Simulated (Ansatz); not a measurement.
Ti, DFT, PBE, all-electron PAW with datasets made for the crystal, scalar-relativistic (Ansatz 0.2.0), run on 1 thread of Intel(R) Xeon(R) Platinum 8259CL CPU @ 2.50GHz (Skylake/Cascade Lake) on a shared host.

The cell is COD entry 9008517, as deposited and not checked against the literature; nothing was relaxed. The listed cell was then made from it by scaling, straining or moving an atom.

Command: `ansatz run input.yaml --threads 1 --pin off --max-ram 3072MiB --backend cpu --events-out ev --progress --plain --runs-dir out`

```yaml
crystal:
  lattice:
    - [2.9499978604, 0.0, 0.0]
    - [-1.4749989302, 2.5547730882, 0.0]
    - [0.0, 0.0, 4.77972]
  atoms:
    - { symbol: Ti, position: [0.3333333333, 0.6666666667, 0.25] }
    - { symbol: Ti, position: [0.6666666667, 0.3333333333, 0.75] }
kpoints:
  mp_grid: { grid: [13, 13, 7] }
scf:
  occupations: { method: fermi_dirac, width: 0.08 }
hamiltonian:
  xc: pbe
  pseudopotentials: { kind: all_electron, datasets: crystal }
output:
  forces: true
  stress: true
  eigenvalues: true
  efg: { contact_densities: true }
```

How large is the problem that the program sets up?

84 irreducible k-points, 325 plane waves at Γ, 13 bands.

About how long does it take, and how much memory does it use?

8.6 s of wall time for 7 SCF iterations, with a peak of 0.45 GiB. Times on shared machines scatter by tens of per cent.

And the same cell and mesh by PAW (frozen-core files), asked for forces, stress, eigenvalues, efg, on the same hardware?

3.2 s, peak memory 0.42 GiB.
